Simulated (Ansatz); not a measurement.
What moves the field gradients of SiO2?

Cell of run 1: a COD entry, taken as it stands.

```cif
data_SiO2
_symmetry_space_group_name_H-M 'P2_13'
_symmetry_Int_Tables_number 198
_cell_length_a 7.1600
_cell_length_b 7.1600
_cell_length_c 7.1600
_cell_angle_alpha 90.000
_cell_angle_beta 90.000
_cell_angle_gamma 90.000
loop_
_atom_site_label
_atom_site_type_symbol
_atom_site_symmetry_multiplicity
_atom_site_Wyckoff_symbol
_atom_site_fract_x
_atom_site_fract_y
_atom_site_fract_z
Si1 Si 4 a 0.2550 0.2550 0.2550
Si5 Si 4 a 0.9920 0.9920 0.9920
O9 O 4 a 0.1250 0.1250 0.1250
O13 O 12 b 0.6600 0.6600 0.0620
```

One atom of each set is listed.

Relaxed positions (PBE, cell held):

Si1 (0.2807, 0.2807, 0.2807)
Si5 (0.0206, 0.0206, 0.0206)
O9 (0.1505, 0.1505, 0.1505)
O13 (0.6398, 0.6616, 0.0434)

All runs are DFT with Ansatz 0.2.0 (plane waves and PAW, scalar-relativistic unless spin–orbit coupling is named, Γ-centred meshes, Fermi–Dirac smearing where given) in this cell.

Run 1: PBE, gradients read without the response of the cores, atoms as given; 420 eV, 4×4×4 k-points, smearing 0.02 eV.
Run 2: PBE, gradients read without the response of the cores, atoms relaxed; 420 eV, 4×4×4 k-points, smearing 0.02 eV.
Run 3: r2SCAN, gradients read without the response of the cores, at the relaxed atoms; 500 eV, 4×4×4 k-points, smearing 0.02 eV.

| run | Si1 V_zz (η) | Si5 V_zz (η) | O13 V_zz (η) |
| --- | --- | --- | --- |
| 1 | -1.52 (0.00) | 2.52 (0.00) | 9.65 (0.61) |
| 2 | 0.38 (0.00) | -0.13 (0.00) | 9.98 (0.18) |
| 3 | ? | ? | ? |

V_zz in 10²¹ V/m²; 3 of the 4 sets of like atoms are followed.

**Question.** Estimate the row of run 3.

**Answer.** Si1: 0.37 (0.00); Si5: -0.12 (0.00); O13: 9.91 (0.18). It lies nearest to run 2, from whose tensors on these sites it differs by 0.08 at most (largest principal value of the difference, on O13). Taken one at a time, the positions of the atoms (as given or relaxed) move the tensors on these sites by up to 7.99 (largest principal value of the change, on O13), the functional (r2SCAN with its higher cutoff) by 0.08 (O13).

The database positions were far from equilibrium, so the relaxed structure may not be the compound's real one. In runs 1, 3 the atoms aren't at the calculated equilibrium (largest force 3.5, 0.27 eV/Å). Run 1: The database positions are far from the calculated equilibrium, so these values describe the entry as written and may be far from the real compound's.
